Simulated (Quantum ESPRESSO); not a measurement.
A run of Quantum ESPRESSO 7.5 is set up as follows.

pw.in

```
&CONTROL
  calculation = 'scf'
  prefix = 'pwscf'
  outdir = './tmp'
  pseudo_dir = './pseudo'
  tprnfor = .true.
  tstress = .true.
  disk_io = 'nowf'
/
&SYSTEM
  ibrav = 0
  nat = 2
  ntyp = 2
  ecutwfc = 60
  ecutrho = 480
  nbnd = 9
  occupations = 'smearing'
  smearing = 'fd'
  degauss = 0.00367493
/
&ELECTRONS
  conv_thr = 4d-10
  electron_maxstep = 120
  mixing_beta = 0.5
/
ATOMIC_SPECIES
N     14.0070 N.pbe-n-radius_5.UPF
B     10.8100 b_pbe_v1.4.uspp.F.UPF
CELL_PARAMETERS angstrom
   0.0000000000    3.4953158300    2.1660912400
   1.2516321000    0.0000000000    2.1660912400
   1.2516321000    3.4953158300    0.0000000000
ATOMIC_POSITIONS crystal
N      0.6608190000    0.6974220000    0.3268340000
B      0.0070130000    0.0078650000    0.9907430000
K_POINTS automatic
13 13 13 0 0 0
```

Potentials or basis: SSSP 1.3 efficiency PBE.

The run is started by

```bash
$ OMP_NUM_THREADS=1 pw.x -in pw.in > pw.out
```

Q: Estimate the largest force.

A: 1.589 eV/Å.

Q: Estimate the band gap on the k mesh.

A: 3.74 eV, indirect (least direct gap 4.67 eV).

Forces on the atoms (eV/Å):
```
N   -1.237  0.457 -0.886
B    1.237 -0.457  0.886
```

Caveat: an odd mesh through Γ misses points on the zone boundary, where band edges often lie.
